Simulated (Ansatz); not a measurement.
# Relaxing SnSe3

Method: DFT PBE, scalar-relativistic, plane waves, PAW in Ansatz 0.2.0. Cutoff 420 eV, Γ-centred k mesh, Gaussian smearing, no spin polarisation in the final step.

The start puts SnSe3 on the Ni3Sn (D0_19) structure type (P6_3/mmc, No. 194), with Se in place of Ni, at a guessed volume.

```
CELL_PARAMETERS angstrom
6.72248 0.00000 0.00000
-3.36124 5.82184 0.00000
0.00000 0.00000 5.39583
ATOMIC_POSITIONS crystal
Sn 0.33333 0.66667 0.25000
Sn 0.66667 0.33333 0.75000
Se 0.83300 0.66600 0.25000
Se 0.16700 0.83300 0.75000
Se 0.33400 0.16700 0.25000
Se 0.16700 0.33400 0.75000
Se 0.83300 0.16700 0.25000
Se 0.66600 0.83300 0.75000
```

Cell and atoms relax at zero pressure; the relaxation can't lower the symmetry of the start. After a coarse first stage the cell is made exact in the group found at 0.06 Å.

Energies over the elements count from the elements' standard structures at the same level, with no empirical corrections.

(1) What does it relax into?

(2) What are its volume, energy, density and gap?

Answers

(1) It keeps P6_3/mmc (No. 194). The result has the Ni3Sn (D0_19) structure. Conventional cell: a = 6.142 Å, c = 5.826 Å. Around Sn lie 6 Se at 3.07 Å and 6 Se at 3.36 Å; around Se lie 2 Se at 2.88 Å, 2 Sn at 3.07 Å, 2 Se at 3.26 Å, 2 Sn at 3.36 Å and 4 Se at 3.47 Å.

```cif
data_structure
_symmetry_space_group_name_H-M 'P6_3/mmc'
_symmetry_Int_Tables_number 194
_cell_length_a 6.1416
_cell_length_b 6.1416
_cell_length_c 5.8261
_cell_angle_alpha 90.000
_cell_angle_beta 90.000
_cell_angle_gamma 120.000
_cell_volume 190.32
loop_
_atom_site_label
_atom_site_type_symbol
_atom_site_symmetry_multiplicity
_atom_site_Wyckoff_symbol
_atom_site_fract_x
_atom_site_fract_y
_atom_site_fract_z
_atom_site_occupancy
Sn1 Sn 2 c 0.33333 0.66667 0.25000 1
Se1 Se 6 h 0.82322 0.64643 0.25000 1
```

(2) The volume per atom is 23.79 Å³ and the density is 6.21 g/cm³. The energy over the elements is 0.27 eV/atom and the gap on the 6×6×8 mesh is 0 eV (a metal).

The final run used a 6×6×8 mesh on its 8-atom cell and 0.10 eV smearing. For metals, differences of a few meV/atom aren't resolved. Symmetry constrained the relaxation, so the result can be a saddle point.

Cost: 3 runs of about 1.2 core-minutes in all, on AMD EPYC 9R45 (Zen 5) (shared hosts).